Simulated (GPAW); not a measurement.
# CaF2 (Fluorite) (Fm-3m) in GPAW: settings compared

The runs below take CaF2 (Fluorite) through equation of state, with PBE, PBE+D3(BJ).

All numbers are computed with GPAW 26.7.0; they aren't measurements. Logs are shortened: lines on timing, memory, paths and dates and some standing lists are left out, and cuts for length are marked. The log counts tension as positive stress, the text compression.

**1. The structure**

It takes space group Fm-3m (No. 225, cubic). The conventional cell has a = 5.462 Å, b = 5.462 Å, c = 5.462 Å, α = 90.00°, β = 90.00°, γ = 90.00°. Around Ca (site symmetry m-3m) lie 8 F at 2.37 Å. F (site symmetry -43m) has 4 Ca at 2.37 Å as nearest neighbours.

**2. Equation of state, PBE**

The input, run.py:

```python
from ase.eos import EquationOfState
from ase.io import Trajectory, read
from ase.units import GPa
from gpaw import GPAW, PW, setup_paths

setup_paths.insert(0, '.')

atoms = read('CaF2.xyz')

traj = Trajectory('eos.traj', 'w')
volumes, energies = [], []
for x in [0.94, 0.96, 0.98, 1.0, 1.02, 1.04, 1.06]:
    a = atoms.copy()
    a.set_cell(atoms.cell * x**(1 / 3), scale_atoms=True)
    calc = GPAW(mode=PW(800),
                xc='PBE',
                kpts={'size': (7, 7, 7), 'gamma': True},
                occupations={'name': 'fermi-dirac', 'width': 0.05},
                setups={'Ca': 'jth', 'F': 'jth'},
                nbands=-10,
                convergence={'density': 1e-05, 'energy': 1e-05},
                maxiter=150,
                txt=f'eos-{x:.2f}.txt')
    a.calc = calc
    energies.append(a.get_potential_energy(force_consistent=True))
    volumes.append(a.get_volume())
    p = -a.get_stress()[:3].mean() / GPa
    calc.write(f'eos-{x:.2f}.gpw')
    traj.write(a)
    print(f'{x:.2f} {volumes[-1]:10.4f} A^3 {energies[-1]:14.6f} eV {p:9.3f} GPa', flush=True)

v0, e0, B = EquationOfState(volumes, energies, eos='birchmurnaghan').fit()
print(f'V0 = {v0:.4f} A^3, E0 = {e0:.6f} eV, B0 = {B / GPa:.2f} GPa')
```

The input, CaF2.xyz:

```xyz
3
Lattice="0.0000000000 2.7310000000 2.7310000000 2.7310000000 0.0000000000 2.7310000000 2.7310000000 2.7310000000 0.0000000000" Properties=species:S:1:pos:R:3 pbc="T T T"
Ca     0.0000000000      0.0000000000      0.0000000000
F      4.0965000000      4.0965000000      4.0965000000
F      1.3655000000      1.3655000000      1.3655000000
```

Potentials or basis: JTH PAW 2.0, PBE, pw.

On the command line:

```bash
$ OMP_NUM_THREADS=1 python run.py
```

Standard output:

```text
__  _  _
 | _ |_)|_||  |
 |__||  | ||/\| - 26.7.0

Input parameters:
  mode=PW(ecut=800.0),
  convergence={'density': 1e-05, 'energy': 1e-05},
  kpts=MonkhorstPack(size=(7, 7, 7), gamma=True),
  maxiter=150,
  nbands=-10,
  occupations=Occupations(name='fermi-dirac', width=0.05),
  setups={'Ca': 'jth', 'F': 'jth'},
  xc=XC(name='PBE')

Diagonalizing LCAO Hamiltonian
Converting LCAO to pw mode

                    F

           F

       Ca

Atoms  # Å, Bohr magnetons
|   | symbol |        x |        y |        z |    initial magnetic moments |
|---|--------|----------|----------|----------|-----------------------------|
| 0 |     Ca | 0.000000 | 0.000000 | 0.000000 | ( 0.0000,  0.0000,  0.0000) |
| 1 |      F | 4.012874 | 4.012874 | 4.012874 | ( 0.0000,  0.0000,  0.0000) |
| 2 |      F | 1.337625 | 1.337625 | 1.337625 | ( 0.0000,  0.0000,  0.0000) |

Unit cell  # Å
| periodic |        x |        y |        z |  lengths |    angles |
|----------|----------|----------|----------|----------|-----------|
|      yes | 0.000000 | 2.675250 | 2.675250 | 3.783374 | 60.000000 |
|      yes | 2.675250 | 0.000000 | 2.675250 | 3.783374 | 60.000000 |
|      yes | 2.675250 | 2.675250 | 0.000000 | 3.783374 | 60.000000 |

Number of symmetries: 48
Symmetry operations  # r_c * U_cc + t_c -> r_c
|    | kind |            matrix            |
|----|------|------------------------------|
|  0 |  σ   |  1, 0, 0,  1, 0,-1,  1,-1, 0 |
|  1 |  C2  |  1, 0, 0,  1,-1, 0,  1, 0,-1 |
|  2 |  E   |  1, 0, 0,  0, 1, 0,  0, 0, 1 |
|  3 |  σ   |  1, 0, 0,  0, 0, 1,  0, 1, 0 |
|  4 |  C4  |  1, 0,-1,  1, 0, 0,  1,-1, 0 |
|  5 |  S6  |  1, 0,-1,  1,-1, 0,  1, 0, 0 |
|  6 |  σ   |  1, 0,-1,  0, 1,-1,  0, 0,-1 |
|  7 |  C3  |  1, 0,-1,  0, 0,-1,  0, 1,-1 |
|  8 |  S6  |  1,-1, 0,  1, 0, 0,  1, 0,-1 |
|  9 |  C4  |  1,-1, 0,  1, 0,-1,  1, 0, 0 |
| 10 |  C3  |  1,-1, 0,  0,-1, 1,  0,-1, 0 |
| 11 |  σ   |  1,-1, 0,  0,-1, 0,  0,-1, 1 |
| 12 |  σ   |  0, 1, 0,  1, 0, 0,  0, 0, 1 |
| 13 |  C4  |  0, 1, 0,  0, 1,-1, -1, 1, 0 |
| 14 |  C3  |  0, 1, 0,  0, 0, 1,  1, 0, 0 |
| 15 |  S6  |  0, 1, 0, -1, 1, 0,  0, 1,-1 |
| 16 |  C2  |  0, 1,-1,  1, 0,-1,  0, 0,-1 |
| 17 |  σ   |  0, 1,-1,  0, 1, 0, -1, 1, 0 |
| 18 |  S4  |  0, 1,-1,  0, 0,-1,  1, 0,-1 |
| 19 |  C4  |  0, 1,-1, -1, 1, 0,  0, 1, 0 |
| 20 |  C3  |  0, 0, 1,  1, 0, 0,  0, 1, 0 |
| 21 |  σ   |  0, 0, 1,  0, 1, 0,  1, 0, 0 |
| 22 |  S6  |  0, 0, 1,  0,-1, 1, -1, 0, 1 |
| 23 |  C4  |  0, 0, 1, -1, 0, 1,  0,-1, 1 |
| 24 |  S4  |  0, 0,-1,  1, 0,-1,  0, 1,-1 |
| 25 |  C3  |  0, 0,-1,  0, 1,-1,  1, 0,-1 |
| 26 |  C2  |  0, 0,-1,  0,-1, 0, -1, 0, 0 |
| 27 |  S6  |  0, 0,-1, -1, 0, 0,  0,-1, 0 |
| 28 |  S4  |  0,-1, 1,  1,-1, 0,  0,-1, 0 |
| 29 |  C4  |  0,-1, 1,  0, 0, 1, -1, 0, 1 |
| 30 |  C2  |  0,-1, 1,  0,-1, 0,  1,-1, 0 |
| 31 |  σ   |  0,-1, 1, -1, 0, 1,  0, 0, 1 |
| 32 |  C3  |  0,-1, 0,  1,-1, 0,  0,-1, 1 |
| 33 |  S6  |  0,-1, 0,  0, 0,-1, -1, 0, 0 |
| 34 |  S4  |  0,-1, 0,  0,-1, 1,  1,-1, 0 |
| 35 |  C2  |  0,-1, 0, -1, 0, 0,  0, 0,-1 |
| 36 |  C2  | -1, 1, 0,  0, 1, 0,  0, 1,-1 |
| 37 |  S6  | -1, 1, 0,  0, 1,-1,  0, 1, 0 |
| 38 |  S4  | -1, 1, 0, -1, 0, 1, -1, 0, 0 |
| 39 |  C3  | -1, 1, 0, -1, 0, 0, -1, 0, 1 |
| 40 |  S6  | -1, 0, 1,  0, 0, 1,  0,-1, 1 |
| 41 |  C2  | -1, 0, 1,  0,-1, 1,  0, 0, 1 |
| 42 |  C3  | -1, 0, 1, -1, 1, 0, -1, 0, 0 |
| 43 |  S4  | -1, 0, 1, -1, 0, 0, -1, 1, 0 |
| 44 |  C2  | -1, 0, 0,  0, 0,-1,  0,-1, 0 |
| 45 |  i   | -1, 0, 0,  0,-1, 0,  0, 0,-1 |
| 46 |  σ   | -1, 0, 0, -1, 1, 0, -1, 0, 1 |
| 47 |  C2  | -1, 0, 0, -1, 0, 1, -1, 1, 0 |

BZ-sampling:
  Number of BZ points: 343
  Number of IBZ points: 20

  Monkhorst-Pack size: [7, 7, 7]
  Monkhorst-Pack shift: [0, 0, 0]

K-points  # in reciprocal-cell coordinates
|     |                                coordinates |     weight |
|-----|--------------------------------------------|------------|
|   0 | (  0.00000000,   0.00000000,   0.00000000) | 0.00291545 |
|   1 | (  0.14285714,   0.14285714,   0.00000000) | 0.01749271 |
|   2 | (  0.14285714,   0.14285714,   0.14285714) | 0.02332362 |
|   3 | (  0.28571429,   0.14285714,   0.14285714) | 0.03498542 |
|   4 | (  0.28571429,   0.28571429,   0.00000000) | 0.01749271 |
|   5 | (  0.28571429,   0.28571429,   0.14285714) | 0.06997085 |
|   6 | (  0.28571429,   0.28571429,   0.28571429) | 0.02332362 |
|   7 | (  0.42857143,  -0.28571429,  -0.28571429) | 0.03498542 |
|   8 | (  0.42857143,   0.28571429,  -0.42857143) | 0.13994169 |
|   9 | (  0.42857143,   0.28571429,  -0.28571429) | 0.06997085 |
| ... |                                            |            |
|  19 | (  0.42857143,   0.42857143,   0.42857143) | 0.02332362 |

Plane wave coefficients: 1992
Cutoff: 800.0 eV

Spin-components: 1 (collinear spins)
Bands:           22
Projectors:      14
Spin-degeneracy: 2
Datatype:        complex128

Parallelization:
  kpt:    1
  domain: 1
  band:   1

Density:
  Valence electrons: 24.0
  Components: 1
  Grid points: [25 25 25]
  Charge: 0.0  # |e|

Potential:
  Grid points: [25 25 25]

species:
  Ca:
    name:    Calcium
    Z:       20.0
    valence: 10
    core:    10
    charge:  0.0  # [|e|]
    compensation charges:
      type: sinc
      rc: 0.90  # [Å]
      lmax: 2
    cutoffs:
      filter: 1.01  # [Å]
      core: 1.17  # [Å]
    projectors
    | kind |    occ | energy [eV] | rcut [Å] |
    |------|--------|-------------|----------|
    |   3s |  2.000 |     -47.092 |    0.957 |
    |   4s |  2.000 |      -3.766 |    0.957 |
    |   3p |  6.000 |     -28.008 |    1.013 |
    |    p |        |      40.817 |    1.013 |
    |   3d |  0.000 |      -1.947 |    1.013 |
    |    d |        |      27.211 |    1.013 |

    Using partial waves for Ca as LCAO basis

  F:
    name:    Fluorine
    Z:       9.0
    valence: 7
    core:    2
    charge:  0.0  # [|e|]
    compensation charges:
      type: sinc
      rc: 0.64  # [Å]
      lmax: 2
    cutoffs:
      filter: 0.74  # [Å]
      core: 0.75  # [Å]
    projectors
    | kind |    occ | energy [eV] | rcut [Å] |
    |------|--------|-------------|----------|
    |   2s |  2.000 |     -29.900 |    0.742 |
    |    s |        |      27.211 |    0.742 |
    |   2p |  5.000 |     -11.112 |    0.742 |
    |    p |        |      27.211 |    0.742 |

    Using partial waves for F as LCAO basis

Reference energy: -23940.956206  # eV

eigensolver:
  PPCG
  Converge bands: occupied
  niter=2

density mixing:
  MSR1-Mixer
  Pratt-step length: 0.05
  Maximum mixing coefficient: 0.75
  Old densities: 10
  SVD Regularization: 0.005
  Good broyden scale: 1.0
  Trust region scale: 1.0
  Backstep threshold: 4.0
  History deletion threshold: 6.0
  Fourier metric: weight=20.0, sigma=0.015

occupation numbers:
  Fermi-Dirac:
    width: 0.0500  # eV

poisson solver:
  ecut: 6400.0  # eV

xc functional:
  name: PBE with 2 nearest neighbor stencil

convergence criteria:
- Maximum integral of absolute [dens]ity change: 1e-05 electrons / valence electron
- Maximum [total energy] change in last 3 cyles: 1e-05 eV / valence electron
- Maximum integral of absolute [eigenst]ate change: 4e-08 eV^2 / valence electron
maximum number of iterations: 150

SCF iterations
|iter     | |      energy | eigst |  dens |
|---------|-|-------------|-------|-------|
|iter:   1| |  -18.055063 | -0.85 |       |
|iter:   2| |  -17.819328 | -2.26 | -1.13 |
|iter:   3| |  -17.170546 | -1.18 | -1.18 |
|iter:   4| |  -17.186180 | -3.33 | -1.63 |
|iter:   5| |  -17.198652 | -3.40 | -1.93 |
|iter:   6| |  -17.198827 | -5.23 | -3.07 |
|iter:   7| |  -17.198865c| -6.17 | -3.44 |
|iter:   8| |  -17.198865c| -8.11c| -4.69 |
|iter:   9| |  -17.198865c| -7.78c| -5.12c|

Converged in 9 steps
Energy contributions relative to reference atoms: (reference = -23940.956206)

Energy contributions:
  Kinetic:          21.484237
  Coulomb:         -19.067047
  Zero:              0.038732
  External:          0.000000
  Xc:              -19.654787
  Entropy:          -0.000000
  Spinorbit:         0.000000
  ----------------------------
  Free energy:     -17.198865
  Extrapolated:    -17.198865

dipole moment: (-25.082733, -25.082733, -25.082733)  # |e|*Ang

Fermi level: 3.363
Eigenvalues  # (at kpt = [0.000, 0.000, 0.000])
| band index |      eig [eV] | occ [0-2] |
|------------|---------------|-----------|
|          0 |       -34.855 |     2.000 |
|        ... |               |           |
|          4 |       -15.789 |     2.000 |
|          5 |       -15.789 |     2.000 |
|          6 |        -1.415 |     2.000 |
|          7 |        -1.415 |     2.000 |
|          8 |        -1.415 |     2.000 |
|          9 |         0.623 |     2.000 |
|         10 |         0.623 |     2.000 |
|         11 |         0.623 |     2.000 |
|         12 |         8.557 |     0.000 |
|         13 |        10.299 |     0.000 |
|         14 |        10.299 |     0.000 |
|         15 |        12.615 |     0.000 |
|         16 |        12.615 |     0.000 |
|         17 |        12.615 |     0.000 |
|         18 |        18.353 |     0.000 |
|         19 |        18.353 |     0.000 |
|        ... |               |           |
|         21 |        24.711 |     0.000 |

Gap: 7.700 eV
Transition (v -> c):
  (s=0, k=15, n=11, [0.43, 0.43, -0.14]) -> (s=0, k=0, n=12, [0.00, 0.00, 0.00])
Direct/indirect transitions are different
Direct gap: 7.933 eV
Transition at: (s=0, k=0, n=11, [0.00, 0.00, 0.00])

Stress tensor  # eV/Ang^3
|         x |         y |         z |
|-----------|-----------|-----------|
| -0.046562 |  0.000000 |  0.000000 |
|  0.000000 | -0.046562 |  0.000000 |
|  0.000000 |  0.000000 | -0.046562 |

# Writing to eos-0.94.gpw (mode='')
```

Run time: 66 s. Hardware: 1 thread of AMD EPYC 9R45 (Zen 5), shared host; peak memory 0.33 GiB.

What came out:

```yaml
Equilibrium_volume: 13.94 Å³/atom
Bulk_modulus: 77 GPa
Pressure_derivative_of_the_bulk_modulus: "4.4 (rough: it moves with the points fitted)"
```

Energy against volume, from the lowest point:
| volume (Å³/atom) | energy (meV/atom) |
| --- | --- |
| 12.764 | 28.01 |
| 13.036 | 15.79 |
| 13.308 | 7.51 |
| 13.579 | 2.33 |
| 13.851 | 0.00 |
| 14.122 | 0.31 |
| 14.394 | 3.18 |

Caveat: the program truncates these outside data sets. Zero-point motion and thermal expansion aren't in these numbers.

**3. Equation of state, PBE+D3(BJ)**

The input, run.py:

```python
from ase import Atoms
from ase.calculators.mixing import SumCalculator
from ase.eos import EquationOfState
from ase.io import Trajectory
from ase.units import GPa
from dftd3.ase import DFTD3
from gpaw import GPAW, PW

atoms = Atoms(['Ca', 'F', 'F'],
              cell=[[0.0, 2.731, 2.731],
                    [2.731, 0.0, 2.731],
                    [2.731, 2.731, 0.0]],
              scaled_positions=[[0.0, 0.0, 0.0],
                                [0.75, 0.75, 0.75],
                                [0.25, 0.25, 0.25]],
              pbc=True)

traj = Trajectory('eos.traj', 'w')
volumes, energies = [], []
for x in [0.94, 0.96, 0.98, 1.0, 1.02, 1.04, 1.06]:
    a = atoms.copy()
    a.set_cell(atoms.cell * x**(1 / 3), scale_atoms=True)
    calc = GPAW(mode=PW(800),
                xc='PBE',
                kpts={'size': (7, 7, 7), 'gamma': True},
                occupations={'name': 'fermi-dirac', 'width': 0.05},
                nbands=22,
                convergence={'density': 1e-05, 'energy': 1e-05},
                maxiter=150,
                txt=f'eos-{x:.2f}.txt')
    a.calc = SumCalculator([calc, DFTD3(method='pbe', damping='d3bj')])
    energies.append(a.get_potential_energy())
    volumes.append(a.get_volume())
    p = -a.get_stress()[:3].mean() / GPa
    calc.write(f'eos-{x:.2f}.gpw')
    traj.write(a)
    print(f'{x:.2f} {volumes[-1]:10.4f} A^3 {energies[-1]:14.6f} eV {p:9.3f} GPa', flush=True)

v0, e0, B = EquationOfState(volumes, energies, eos='birchmurnaghan').fit()
print(f'V0 = {v0:.4f} A^3, E0 = {e0:.6f} eV, B0 = {B / GPa:.2f} GPa')
```

Potentials or basis: GPAW PAW data sets (gpaw-data 1.2.1), pw.

On the command line:

```bash
$ OMP_NUM_THREADS=1 python run.py
```

Run time: 62 s. Hardware: 1 thread of AMD EPYC 9R45 (Zen 5), shared host; peak memory 0.3 GiB.

The run converged. Its results:

| Item | Value |
| --- | --- |
| Equilibrium volume | 13.70 Å³/atom |
| Bulk modulus | 81 GPa |
| Pressure derivative of the bulk modulus | 4.3 (rough: it moves with the points fitted) |

Energy against volume, from the lowest point:
```csv
volume (Å³/atom),energy (meV/atom)
12.764,18.06
13.036,8.45
13.308,2.70
13.579,0.01
13.851,0.00
14.122,2.53
14.394,7.69
```

Zero-point motion and thermal expansion aren't in these numbers.
